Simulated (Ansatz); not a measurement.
**ZnSe: a tetragonal deformation path**

The task, for ZnSe: follow a tetragonal deformation at fixed volume.

Program: Ansatz 0.2.0. Level of theory: DFT PBE, scalar-relativistic, plane waves, PAW. These are calculated values, not measurements.

## Step 1: The system as given

Symmetry: F-43m, No. 216, cubic system. The conventional cell has a = 5.668 Å, b = 5.668 Å, c = 5.668 Å, α = 90.00°, β = 90.00°, γ = 90.00°. Around Zn (site symmetry -43m) lie 4 Se at 2.45 Å. Se (site symmetry -43m) has 4 Zn at 2.45 Å as nearest neighbours.

As a file:

```cif
data_structure
_symmetry_space_group_name_H-M 'P 1'
_symmetry_Int_Tables_number 1
_cell_length_a 4.0076
_cell_length_b 4.0076
_cell_length_c 4.0076
_cell_angle_alpha 60.000
_cell_angle_beta 60.000
_cell_angle_gamma 60.000
_cell_volume 45.51
loop_
_atom_site_label
_atom_site_type_symbol
_atom_site_fract_x
_atom_site_fract_y
_atom_site_fract_z
_atom_site_occupancy
Zn1 Zn 0.00000 0.00000 0.00000 1
Se1 Se 0.75000 0.75000 0.75000 1
```

No relaxation comes first: the listed cell is the starting point.

## Step 2: The reference: the undisturbed cell on the scan's mesh

input.yaml reads:

```yaml
crystal:
  lattice:
    - [0.0, 2.8338, 2.8338]
    - [2.8338, 0.0, 2.8338]
    - [2.8338, 2.8338, 0.0]
  atoms:
    - { symbol: Zn, position: [0.0, 0.0, 0.0] }
    - { symbol: Se, position: [0.75, 0.75, 0.75] }
basis:
  ecutwfc: 420
kpoints:
  mp_grid: { grid: [10, 10, 10] }
hamiltonian:
  xc: pbe
scf:
  occupations: { method: gaussian, width: 0.05 }
output:
  forces: true
  stress: true
  eigenvalues: true
```

Launch:

```console
$ ansatz run input.yaml --threads 1 --pin off --max-ram 1228MiB --backend cpu --events-out ev --progress --plain --runs-dir out
```

Further runs follow: At ρ = 0.707; point ρ = 1.414; At ρ = 0.850; point ρ = 1.200; ρ = 0.780; At ρ = 1.300; point ρ = 0.920; ρ = 1.100; At ρ = 0.650; point ρ = 1.500; point ρ = 0.960; At ρ = 1.050.

What does the calculation give? Wanted: highest point.

The runs gave:

```
     quantity                        value
highest point  411.8 meV/atom at ρ = 1.500
```

In words: No sampled point lies below the undisturbed cell. No further minimum shows among the sampled points. The gap on the mesh, 1.29 eV at the start, reads zero at ρ = 1.414. Spin polarisation is off in the runs that give these values; a magnetic solution could lie lower.
